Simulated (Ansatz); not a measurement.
**Formation energy of Mg2Si**

Computed with Ansatz (plane waves, PAW, 500 eV cutoff): r²SCAN, scalar-relativistic, no spin polarisation, Γ-centred 10×10×10 mesh, 0.05 eV Gaussian smearing; PAW files: Ansatz's generated set soft_2.

The chain of runs began from a cell as deposited in COD, expanded in volume.

It takes space group Fm-3m (No. 225, cubic). The conventional cell has a = 6.338 Å, b = 6.338 Å, c = 6.338 Å, α = 90.00°, β = 90.00°, γ = 90.00°. Mg (site symmetry -43m) has 4 Si at 2.74 Å as nearest neighbours. Si (site symmetry m-3m) has 8 Mg at 2.74 Å as nearest neighbours. (Shells end 15 % past the nearest neighbour.)

The elements were computed in their standard states with the same datasets, cutoff and functional. Absolute energies hang on the potentials; compare differences alone.

Energy of the relaxed cell (3 atoms, smearing extrapolated to zero): -4492.490 eV. Elements, in eV/atom: Mg -1926.404, Si -639.067.

**Question.** What is the formation energy?

**Answer.** [-4492.490 − (2 × -1926.404 + 1 × -639.067)] / 3 = -0.21 eV/atom, or -20 kJ per mole of atoms.

The value is for 0 K, without zero-point energy. A negative value shows stability against the elements alone, not against other compounds or structures.
